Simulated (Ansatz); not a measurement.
(111) slab cut from the bulk of CdTe, F-43m (No. 216); the slab's formula is CdTe:

```xyz
6
Lattice="4.5887 0.0000 0.0000 -2.2943 3.9739 0.0000 0.0000 0.0000 23.4299" Properties=species:S:1:pos:R:3 pbc="T T T"
Te    0.0000    0.0000    7.5000
Cd    0.0000    2.6493    8.4367
Te    0.0000    2.6493   11.2466
Cd    2.2943    1.3246   12.1833
Te    2.2943    1.3246   14.9932
Cd    0.0000    0.0000   15.9299
```

The calculation used Ansatz 0.2.0, DFT PBEsol, scalar-relativistic, plane waves, PAW. Plane waves to 420 eV, a k mesh through Γ of 6×6×1 on the computed 6-atom cell and Gaussian smearing (0.05 eV); no spin polarisation. A dipole correction removes the field between periodic images along c.

**Question.** What forces act on the atoms?

**Answer.**
```csv
atom,Fx (eV/Å),Fy (eV/Å),Fz (eV/Å)
Te1,0.000,0.000,0.202
Cd2,0.000,0.000,-0.544
Te3,0.000,0.000,0.577
Cd4,0.000,0.000,-0.588
Te5,0.000,0.000,0.842
Cd6,0.000,0.000,-0.489
```

Cations and anions are pushed opposite ways through the whole slab: the two faces differ, the slab is polar, and its inner field acts on the ions beside the surface's own forces.

Cost: 1 run of about 0.14 core-minutes, on AMD EPYC 9R45 (Zen 5) (shared hosts).